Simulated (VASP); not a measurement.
# SiC (Moissanite 6H) (P6_3mc) in VASP: settings compared, part 2 of 2

VASP 6.6.1. Earlier steps stand in the parts before.

### 3 Band structure, r2SCAN

INCAR reads:

```
PREC = Accurate
ENCUT = 520
EDIFF = 1E-6
ISMEAR = 0
SIGMA = 0.03
LREAL = False
LASPH = True
NELM = 80
ALGO = Normal
ISIF = 2
LWAVE = False
LCHARG = False
METAGGA = R2SCAN
LMIXTAU = True
NBANDS = 36
KPAR = 4
```

KPOINTS reads:

```
Automatic mesh
0
Gamma
  12 12 2
```

POSCAR reads:

```
SiC                                     
1.0
    3.0798348513      0.0000000000      0.0000000000
   -1.5399174256      2.6672152207      0.0000000000
    0.0000000000      0.0000000000     15.1116731378
  Si              C             
     6     6
Direct
     0.0000000000000000    0.0000000000000000    0.1250363669735108
     0.0000000000000000    0.0000000000000000    0.6250363669735108
     0.3333333332999970    0.6666666667000030    0.2918190986567595
     0.6666666667000030    0.3333333332999970    0.7918190986567595
     0.3333333332999970    0.6666666667000030    0.9583117383177111
     0.6666666667000030    0.3333333332999970    0.4583117383177111
     0.0000000000000000    0.0000000000000000    0.9996886893862467
     0.0000000000000000    0.0000000000000000    0.4996886893862467
     0.3333333332999970    0.6666666667000030    0.1668269791811028
     0.6666666667000030    0.3333333332999970    0.6668269791811028
     0.3333333332999970    0.6666666667000030    0.8333171274846762
     0.6666666667000030    0.3333333332999970    0.3333171274846762
```

KPOINTS_OPT is that of step 2.

Potentials or basis: VASP PAW PBE potentials, release 64 (Si, C).

On the command line:

```sh
> cat potpaw_PBE.64/Si/POTCAR potpaw_PBE.64/C/POTCAR > POTCAR
> mpirun -np 4 vasp_std > vasp.out
```

OUTCAR:

```text
PREC = Accurate
   ENCUT = 520
   EDIFF = 1E-6
   ISMEAR = 0
   LREAL = False
   LASPH = True
   NELM = 80
   ISIF = 2
   METAGGA = R2SCAN

 ion  position               nearest neighbor table
   1  0.000  0.000  0.125-   9 1.89   9 1.89   9 1.89   7 1.89   5 3.08   5 3.08   5 3.08   3 3.08
                             3 3.08   3 3.08
   2  0.000  0.000  0.625-  10 1.89  10 1.89  10 1.89   8 1.89   6 3.08   6 3.08   6 3.08   4 3.08
                             4 3.08   4 3.08
   3  0.333  0.667  0.292-  12 1.89  12 1.89  12 1.89   9 1.89   6 3.08   6 3.08   6 3.08   1 3.08
                             1 3.08   1 3.08
   4  0.667  0.333  0.792-  11 1.89  11 1.89  11 1.89  10 1.89   5 3.08   5 3.08   5 3.08   2 3.08
                             2 3.08   2 3.08
   5  0.333  0.667  0.958-   7 1.88   7 1.88   7 1.88  11 1.89   4 3.08   4 3.08   4 3.08   1 3.08
                             1 3.08   1 3.08
   6  0.667  0.333  0.458-   8 1.88   8 1.88   8 1.88  12 1.89   3 3.08   3 3.08   3 3.08   2 3.08
                             2 3.08   2 3.08
   7  0.000  0.000  1.000-   5 1.88   5 1.88   5 1.88   1 1.89
   8  0.000  0.000  0.500-   6 1.88   6 1.88   6 1.88   2 1.89
   9  0.333  0.667  0.167-   1 1.89   1 1.89   1 1.89   3 1.89
  10  0.667  0.333  0.667-   2 1.89   2 1.89   2 1.89   4 1.89
  11  0.333  0.667  0.833-   4 1.89   4 1.89   4 1.89   5 1.89
  12  0.667  0.333  0.333-   3 1.89   3 1.89   3 1.89   6 1.89

  LATTYP: Found a hexagonal cell.
 ALAT       =     3.0798348513
 C/A-ratio  =     4.9066504756

  Lattice vectors:

 A1 = (   3.0798348513,   0.0000000000,   0.0000000000)
 A2 = (  -1.5399174256,   2.6672152207,   0.0000000000)
 A3 = (   0.0000000000,   0.0000000000,  15.1116731378)

Analysis of symmetry for initial positions (statically):
=====================================================================
 Subroutine PRICEL returns:
 Original cell was already a primitive cell.

 Routine SETGRP: Setting up the symmetry group for a
 hexagonal supercell.

 Subroutine GETGRP returns: Found 12 space group operations
[... 167 lines left out ...]
   IVDW    =     0    specifies the selected vdW correction
   LEPSILON=     F    determine dielectric tensor
   LRPA    =     F    only Hartree local field effects (RPA)
 non-spin polarized calculation
 Gauss-broadening in eV      SIGMA  =   0.03
  energy-cutoff  :      520.00
  volume of cell :      124.14
 maximum number of plane-waves:      3364
 NGX is ok and might be reduce to    24
   NGX = 11   NGY = 11   NGZ = 57

 number of electron      47.9999999 magnetization

 Free energy of the ion-electron system (eV)
  ---------------------------------------------------
  ext. energy  EPLUGINS =         0.00000000
  ---------------------------------------------------
  free energy    TOTEN  =      -115.96418271 eV

  energy without entropy =     -115.96418271  energy(sigma->0) =     -115.96418271

 E-fermi :   8.2178     XC(G=0): -11.9327

 val. band max:        8.0316239495   @ k =   0.0000   0.0000   0.0000
 cond. band min:      10.4306594472   @ k =   0.5000   0.0000   0.0000
 fundamental gap:      2.3990354977
 Fermi energy:         8.2177960433

 k-point     1 :       0.0000    0.0000    0.0000
  band No.  band energies     occupation
      1      -8.2038      2.00000
      2      -7.6636      2.00000
      3      -7.6269      2.00000
      4      -6.0905      2.00000
      5      -6.0593      2.00000
      6      -4.5775      2.00000
[... 925 lines left out ...]
     35      16.5042      0.00000
     36      16.5042      0.00000

 [... further k-points ...]
[... 5 lines left out ...]
  --------------------------------------------------------------------------------------
  -------------------------------------------------------------------------------------
  Total       -0.3862137     -0.3862137     -0.3325276     -0.0000000      0.0000000      0.0000000
  in kB       -4.9847135     -4.9847135     -4.2918069     -0.0000000      0.0000000      0.0000000
  external PRESSURE =      -4.7537446 kB  Pullay stress =       0.0000000 kB

 VOLUME and BASIS-vectors are now :
 -----------------------------------------------------------------------------
  energy-cutoff  :      520.00
  volume of cell :      124.14
      direct lattice vectors                 reciprocal lattice vectors
     3.079834851  0.000000000  0.000000000     0.324692735  0.187461438  0.000000000
    -1.539917426  2.667215221  0.000000000     0.000000000  0.374922875  0.000000000
     0.000000000  0.000000000 15.111673138     0.000000000  0.000000000  0.066174009

 POSITION                                       TOTAL-FORCE (eV/Angst)
 -----------------------------------------------------------------------------------
      0.00000      0.00000      1.88951         0.000000     -0.000000      0.001259
      0.00000      0.00000      9.44535        -0.000000      0.000000      0.001259
     -0.00000      1.77814      4.40987        -0.000000      0.000000     -0.001651
      1.53992      0.88907     11.96571         0.000000     -0.000000     -0.001651
     -0.00000      1.77814     14.48169         0.000000     -0.000000     -0.001865
      1.53992      0.88907      6.92586        -0.000000     -0.000000     -0.001865
      0.00000      0.00000     15.10697         0.000000      0.000000     -0.003048
      0.00000      0.00000      7.55113         0.000000     -0.000000     -0.003048
     -0.00000      1.77814      2.52103         0.000000     -0.000000      0.006576
      1.53992      0.88907     10.07687         0.000000      0.000000      0.006576
     -0.00000      1.77814     12.59282         0.000000     -0.000000     -0.001271
      1.53992      0.88907      5.03698         0.000000     -0.000000     -0.001271
 -----------------------------------------------------------------------------------
    total drift:                               -0.000000     -0.000000      0.000691

  FREE ENERGIE OF THE ION-ELECTRON SYSTEM (eV)
  ---------------------------------------------------
  free  energy   TOTEN  =      -115.9641827128 eV

  energy  without entropy=     -115.9641827128  energy(sigma->0) =     -115.96418271
```

It took 13 min on 4 MPI ranks of Intel Xeon Platinum 8375C at 2.90GHz (Ice Lake), shared host; peak memory 0.4 GiB.

What came out:

```
Free energy             : -115.9642 eV
Pressure                : -0.5 GPa
Largest force           : 0.007 eV/Å
Band gap on the k mesh  : 2.40 eV, indirect (least direct gap 3.56 eV)
Band gap along the path : 2.40 eV, indirect (least direct gap 3.56 eV)
```

Forces on the atoms (eV/Å):
```
Si   0.000  0.000  0.001
Si   0.000  0.000  0.001
Si   0.000  0.000 -0.002
Si   0.000  0.000 -0.002
Si   0.000  0.000 -0.002
Si   0.000  0.000 -0.002
C    0.000  0.000 -0.003
C    0.000  0.000 -0.003
C    0.000  0.000  0.007
C    0.000  0.000  0.007
C    0.000  0.000 -0.001
C    0.000  0.000 -0.001
```

Levels at the corners of the path, in eV from the valence-band top:
```
point  band 22  band 23  band 24  band 25  band 26  band 27
    Γ    -0.03     0.00     0.00     5.74     5.92     6.33
    M    -1.87    -1.71    -1.16     2.40     2.61     3.67
    M    -1.87    -1.71    -1.16     2.40     2.61     3.67
    K    -2.31    -2.16    -2.16     3.93     3.93     4.24
    K    -2.31    -2.16    -2.16     3.93     3.93     4.24
    Γ    -0.03     0.00     0.00     5.74     5.92     6.33
    Γ    -0.03     0.00     0.00     5.74     5.92     6.33
    A    -0.10    -0.10    -0.10     5.81     5.81     6.57
    A    -0.10    -0.10    -0.10     5.81     5.81     6.57
    L    -1.79    -1.37    -1.37     2.46     2.46     3.89
    L    -1.79    -1.37    -1.37     2.46     2.46     3.89
    H    -2.74    -2.35    -2.35     4.12     4.12     4.83
    H    -2.74    -2.35    -2.35     4.12     4.12     4.83
    A    -0.10    -0.10    -0.10     5.81     5.81     6.57
    L    -1.79    -1.37    -1.37     2.46     2.46     3.89
    M    -1.87    -1.71    -1.16     2.40     2.61     3.67
    K    -2.31    -2.16    -2.16     3.93     3.93     4.24
    H    -2.74    -2.35    -2.35     4.12     4.12     4.83
```

Caveat: the PAW data sets were made with another functional, which shifts forces and pressure a little. r2SCAN opens gaps a little over a GGA but as a rule still falls short of measured ones.
